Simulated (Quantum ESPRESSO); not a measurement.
Crystal: NaI.

```xyz
2
Lattice="0.0000 3.2364 3.2364 3.2364 0.0000 3.2364 3.2364 3.2364 0.0000" Properties=species:S:1:pos:R:3 pbc="T T T"
I     3.2364    3.2364    3.2364
Na    0.0000    0.0000    0.0000
```

```yaml
Program: Quantum ESPRESSO 7.5
Task: phonons
Functional: RPBE
Potentials_or_basis: PseudoDojo 0.4.1 SR PBE standard
Cutoff: 1197 eV
Density_cutoff: 4789 eV
k_mesh: 2 × 2 × 2, shifted
Occupations: fermi-dirac, width 0.05 eV
Spin: collinear spin, ferromagnetic start
Starting_moments: "[0.5, 0.0] μB"
Mixing_beta: 0.3
Most_SCF_iterations: 120
SCF_threshold: 4e-10 Ry
```

The cell and the atoms were relaxed first, to 37.62 Å³/atom (a = 4.738 Å, b = 4.738 Å, c = 4.738 Å, α = 60.00°, β = 60.00°, γ = 60.00°), and the response was taken there.

The first run showed a gap, so the response started from a second, tighter run with fixed occupations.

At Γ the optical frequencies without the macroscopic field are 139 139 139 cm⁻¹, at a pressure of 0.0 GPa.

Task: How do the modes respond when the cell is scaled evenly, at fixed shape?

Result: The highest of these modes has a Grüneisen parameter of 0.92 and moves by +10.5 cm⁻¹ per GPa. None of the listed modes softens on compression. The pressures give a bulk modulus of about 12 GPa.

Frequencies at 99 % and 101 % of the volume (pressures 0.1 and -0.1 GPa), ions relaxed:
```
mode  99 % (cm⁻¹)  101 % (cm⁻¹)  Grüneisen parameter
   4        140.7         138.1                 0.92
   5        140.7         138.1                 0.92
   6        140.7         138.1                 0.92
```

Modes are matched by their order; those that don't vary smoothly over the three volumes are left out.

Caveat: the k mesh is coarse (spacing up to 0.84 Å⁻¹), so the values aren't converged; the potentials were made for another functional, which shifts forces and pressure; before the sum rule the acoustic modes lie tens of cm⁻¹ from zero, a sign that the density grid also shifts the optical modes.
